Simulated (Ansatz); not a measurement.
Runs of Ansatz 0.2.0 on GaSb. It takes space group F-43m (No. 216, cubic). Conventional cell: a = 6.118 Å, b = 6.118 Å, c = 6.118 Å, α = 90.00°, β = 90.00°, γ = 90.00°. Sb (site symmetry -43m) has 4 Ga at 2.65 Å as nearest neighbours. Ga (site symmetry -43m) is surrounded by 4 Sb at 2.65 Å. 

```csv
task,level,cell,k mesh,cutoff (eV),smearing,gap on the mesh (eV),pressure (GPa),relaxed volume (Å³/atom)
single point,PBEsol,as given,8 × 8 × 8,278,gaussian 0.1 eV,none,-0.1,-
elastic constants,LDA,as given,6 × 6 × 6,301,fermi-dirac 0.05 eV,none,-1.6,-
band structure,PBEsol,as given,8 × 8 × 8,278,fermi-dirac 0.05 eV,-,-0.1,-
single point,PBE,as given,8 × 8 × 8,278,gaussian 0.011 eV,0.04,2.3,-
phonons,LDA,as given,6 × 6 × 6,301,fermi-dirac 0.05 eV,none,-,-
relaxation of cell and atoms,BLYP,relaxed,8 × 8 × 8,-,fermi-dirac 0.05 eV,-,0.0,32.07
single point,PBE,as given,8 × 8 × 8,278,gaussian 0.014 eV,0.04,2.3,-
relaxation of cell and atoms,RPBE+D4,relaxed,8 × 8 × 8,-,fermi-dirac 0.05 eV,-,0.0,(a)
```

Alike in all rows: potentials or basis all-electron LAPW, scalar-relativistic; no spin polarisation; basis error allowed 0.001 eV/atom.

Q: Fill in the values left out.

A: (a) 28.05.

Caveats: this crystal is a semiconductor, whose small gap the functional closes, so the metal is an error of the method (some runs); spin-orbit coupling is left out, which moves the levels of the heavy elements (some runs); the k mesh is thin for a metal, which can move the energy by tens of meV per atom (some runs); a metal's response needs a denser mesh (some runs); elastic constants of metals need much finer meshes, so these are rough (some runs); the volume moved by +12 % from the deposited cell, more than functionals usually miss (some runs).

A k mesh can miss the band edges, and the runs leave out spin-orbit coupling on Ga, Sb.

A gap of «none» marks a metal or a gap under the smearing width.
